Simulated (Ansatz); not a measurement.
ZrS₂ (CdI2 type), relaxed with r2SCAN+rVV10: 4 runs in Ansatz 0.2.0, each a calculation of independent-particle optics. The symmetry is P-3m1 (No. 164, trigonal); a = 3.674 Å, c = 5.857 Å in the conventional setting, 22.83 Å³ an atom. Zr is surrounded by 6 S at 2.57 Å; S is surrounded by 3 Zr at 2.57 Å. (Simulation; spin polarisation is off.)

```yaml
crystal:
  lattice:
    - [3.67440, 0.00000, 0.00000]
    - [-1.83720, 3.18212, 0.00000]
    - [0.00000, 0.00000, 5.85686]
  atoms:
    - { symbol: Zr, position: [0.00000, 0.00000, 0.00000] }
    - { symbol: S, position: [0.33333, 0.66667, 0.24623] }
    - { symbol: S, position: [0.66667, 0.33333, 0.75377] }
```

On meshes this coarse, single peaks can be features of the mesh. No local fields, no excitons; the zone sum runs over the cells of the mesh, and ε∞ includes the bands left out of the spectrum. Up to four peaks are listed, those above 15 % of the tallest and inside the complete range; the four can differ from row to row. Rows marked drawn have settings drawn at random (some not listed).

```
functional   k mesh  broadening (eV)    scissors (eV)  range (eV)  settings  direct gap on the mesh before scissors (eV)  ε∞ xx  ε∞ yy  ε∞ zz  complete up to (eV)  tallest peaks of mean ε₂ (eV)
    r2SCAN    6×6×4              0.1             0.00        0–12    chosen                                         1.81   9.92   9.92   7.33                 12.0            2.75 5.20 5.80 6.25
       PBE    6×6×4              0.1  0.88 (to HSE06)        0–12    chosen                                         1.49   9.61   9.61   7.04                 12.0            3.30 6.25 6.80 7.10
    PBEsol  12×12×4             0.15             1.50       0.5–6     drawn                                         1.45   8.87   8.87   6.58                  6.0                      3.80 5.80
```

Question: Estimate from these rows what the further settings give.
```json
{"functional": "PBE", "k mesh": "6×6×4", "broadening (eV)": "0.1", "scissors (eV)": "0.00", "range (eV)": "0–12", "settings": "chosen"}
```

Answer:
```json
{"functional": "PBE", "k mesh": "6×6×4", "broadening (eV)": "0.1", "scissors (eV)": "0.00", "range (eV)": "0–12", "settings": "chosen", "direct gap on the mesh before scissors (eV)": "1.49", "ε∞ xx": "11.85", "ε∞ yy": "11.85", "ε∞ zz": "8.34", "complete up to (eV)": "12.0", "tallest peaks of mean ε₂ (eV)": "2.40 5.35 5.90 6.20"}
```

The fundamental gap is indirect (0.88 eV with PBE on 6×6×4); the table holds the direct one.

Spin-orbit coupling is left out.
